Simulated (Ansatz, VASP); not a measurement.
## RuS in VASP and in Ansatz

File POSCAR:

```
RuS
1.0
    0.0000000000      2.5467554600      2.5467554600
    2.5467554600      0.0000000000      2.5467554600
    2.5467554600      2.5467554600      0.0000000000
Ru S
1 1
Direct
    0.5000000000      0.5000000000      0.5000000000
    0.0000000000      0.0000000000      0.0000000000
```

Contents of INCAR.step1:

```
SYSTEM = RuS
  PREC = Accurate
  ENCUT = 520
  ISMEAR = 0
  SIGMA = 0.05
  LREAL = .FALSE.
  LASPH = .TRUE.
  NELM = 150
  LMAXMIX = 4
  LDAU = .TRUE.
  LDAUTYPE = 2
  LDAUL = 2 -1
  LDAUU = 7 0
  LDAUJ = 0 0
  NBANDS = 17
  GGA = PE
  ALGO = Normal
  EDIFF = 1E-4
  LWAVE = .TRUE.
  LCHARG = .FALSE.
```

File INCAR.step2:

```
SYSTEM = RuS
  PREC = Accurate
  ENCUT = 520
  EDIFF = 1E-7
  ISMEAR = 0
  SIGMA = 0.05
  LREAL = .FALSE.
  LASPH = .TRUE.
  NELM = 150
  ALGO = Normal
  ISIF = 2
  LWAVE = .FALSE.
  LCHARG = .FALSE.
  LMAXMIX = 4
  LDAU = .TRUE.
  LDAUTYPE = 2
  LDAUL = 2 -1
  LDAUU = 7 0
  LDAUJ = 0 0
  LDAUPRINT = 1
  METAGGA = R2SCAN
  LMIXTAU = .TRUE.
  NBANDS = 17
  ISTART = 1
```

KPOINTS

```
regular mesh
0
G
  6 6 6
  0 0 0
```

Contents of input.yaml:

```yaml
crystal:
  lattice:
    - [0.0, 2.54675546, 2.54675546]
    - [2.54675546, 0.0, 2.54675546]
    - [2.54675546, 2.54675546, 0.0]
  atoms:
    - { symbol: Ru, position: [0.5, 0.5, 0.5] }
    - { symbol: S, position: [0.0, 0.0, 0.0] }
hamiltonian:
  xc: r2scan
  pseudopotentials: { kind: paw }
  hubbard: { sites: [{ species: Ru, l: d, u_eff: 7.0 }] }
kpoints:
  mp_grid: { grid: [6, 6, 6] }
scf:
  occupations: { method: gaussian, width: 0.05 }
output:
  forces: true
  stress: true
  eigenvalues: true
```

The cell comes from a database or a generator and needn't be the stable form of this composition.

Alike in both runs: task single point; functional r2SCAN; k mesh 6 × 6 × 6; occupations gaussian, width 0.05 eV; no spin polarisation; Hubbard terms Ru d U = 7.0 eV.

|  | VASP | Ansatz |
| --- | --- | --- |
| version | VASP 6.6.1 | Ansatz 0.2.0 |
| potentials or method | VASP PAW PBE potentials, release 64 (Ru_pv, S) | Ansatz PAW |
| plane-wave cutoff (eV) | 520 | 500 |
| valence electrons in the cell | 20 | 22 |

|  | VASP | Ansatz | Ansatz less VASP |
| --- | --- | --- | --- |
| gap on the k mesh at the Fermi level (eV) | 1.65 | 1.40 | -0.252 |
| least direct gap on the mesh (eV) | 1.95 | 1.64 | -0.310 |
| pressure (GPa) | 4.4 | 0.8 | -3.61 |

The programs project onto different local orbitals, so the same U acts differently. The two sets of potentials don't hold the same shells in valence.

Caveats: the PAW data sets were made with another functional, which shifts forces and pressure a little (VASP); the PAW data sets come from PBE, with cores solved anew for the run's functional, which leaves a small shift of forces and pressure (Ansatz). A k mesh can miss the band edges.
